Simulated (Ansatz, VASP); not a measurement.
## CdS: VASP beside Ansatz

INCAR

```
ALGO = Normal ; EDIFF = 1E-6
ENCUT = 520 ; GGA = PE
ISIF = 2 ; ISMEAR = 0
LASPH = True ; LCHARG = False
LREAL = False ; LWAVE = False
NBANDS = 16 ; NELM = 80
PREC = Accurate ; SIGMA = 0.03
```

The input KPOINTS:

```
k-points
0
Gamma
  10 10 10
```

File POSCAR:

```
CdS
1.0
    0.0000000000      2.8909062000      2.8220751000
    2.8909062000      0.0000000000      2.8220751000
    2.8909062000      2.8909062000      0.0000000000
Cd S
1 1
Direct
    0.0000000000      0.0000000000      0.0000000000
    0.5000000000      0.5000000000      0.5000000000
```

Input for Ansatz:

```yaml
crystal:
  lattice:
    - [0.0, 2.8909062, 2.8220751]
    - [2.8909062, 0.0, 2.8220751]
    - [2.8909062, 2.8909062, 0.0]
  atoms:
    - { symbol: Cd, position: [0.0, 0.0, 0.0] }
    - { symbol: S, position: [0.5, 0.5, 0.5] }
basis:
  ecutwfc: 420
kpoints:
  mp_grid: { grid: [10, 10, 10] }
hamiltonian:
  xc: pbe
scf:
  occupations: { method: gaussian, width: 0.03 }
output:
  forces: true
  stress: true
  eigenvalues: true
```

Change from the starting cell: strain +0.050 along x and y, +0.025 along z, atoms carried along.

Alike in both runs: task single point; functional PBE; k mesh 10 × 10 × 10; occupations gaussian, width 0.03 eV; no spin polarisation.

```csv
,VASP,Ansatz
version,VASP 6.6.1,Ansatz 0.2.0
potentials or method,"VASP PAW PBE potentials, release 64 (Cd, S)","scalar-relativistic, plane waves, PAW"
plane-wave cutoff (eV),520,420
valence electrons in the cell,18,26
```

Ansatz gave:

| Item | Value |
| --- | --- |
| gap on the k mesh at the Fermi level (eV) | 0.14 |
| least direct gap on the mesh (eV) | 0.80 |
| pressure (GPa) | -6.8 |
| largest component of the traceless stress (GPa) | 0.33 |

Which values does VASP return?

gap on the k mesh at the Fermi level (eV): 0.14; least direct gap on the mesh (eV): 0.79; pressure (GPa): -6.6; largest component of the traceless stress (GPa): 0.37.

The two sets of potentials don't hold the same shells in valence.
